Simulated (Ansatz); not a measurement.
Computed with Ansatz on PBE0-D4/def2-TZVP structures; ΔE is electronic, products minus reactants. CCSD(T)/CBS is the MP2 limit (def2-TZVPP, def2-QZVPP) plus CCSD(T) − MP2 in def2-TZVPP, frozen cores. Functionals use def2-TZVPP. B3LYP here is the variant with VWN-RPA as its local correlation; programs differ in this. Elements past krypton have def2 core potentials. For Sn outer-core shells are correlated without core-valence functions, which leaves a few kJ/mol of doubt a bond. One conformer a species, not always the lowest.

Reaction (substitution at a C–S bond): `C[O][SnH2][S]C` + `CC(=O)O` → `COC(C)=O` + `C[O][SnH2][SH]`

```
             level  ΔE (kJ/mol)
            PBE-D4         31.4
           ωB97X-V         24.8
             B3LYP         22.5
   CCSD/def2-TZVPP         23.6
CCSD(T)/def2-TZVPP         24.8
SCS-MP2/def2-QZVPP         28.8
      HF/CBS(def2)         15.2
     MP2/CBS(def2)         35.6
```

What does CCSD(T)/CBS give? (Best estimate.)

Ansatz gave: +29.2 kJ/mol. The listed levels differ from it by 2.2, -4.4, -6.7, -5.6, -4.4, -0.4, -14.0, 6.4 kJ/mol.

Largest T1 diagnostic among the species: 0.015.

In def2-TZVPP, CCSD(T) changes the Hartree–Fock value by +9.0 kJ/mol (the triples alone add +1.2 kJ/mol) and MP2 by +15.4 kJ/mol. The D4 term adds +3.8 kJ/mol with B3LYP and +2.1 kJ/mol with PBE0; it sums over pairs of atoms, weighted by their polarisabilities, and B3LYP, whose exchange is more repulsive, gets the larger term.

CCSD(T)/CBS has its own doubt, a few kJ/mol and more with outer-core shells, so smaller differences from it don't rank the levels.
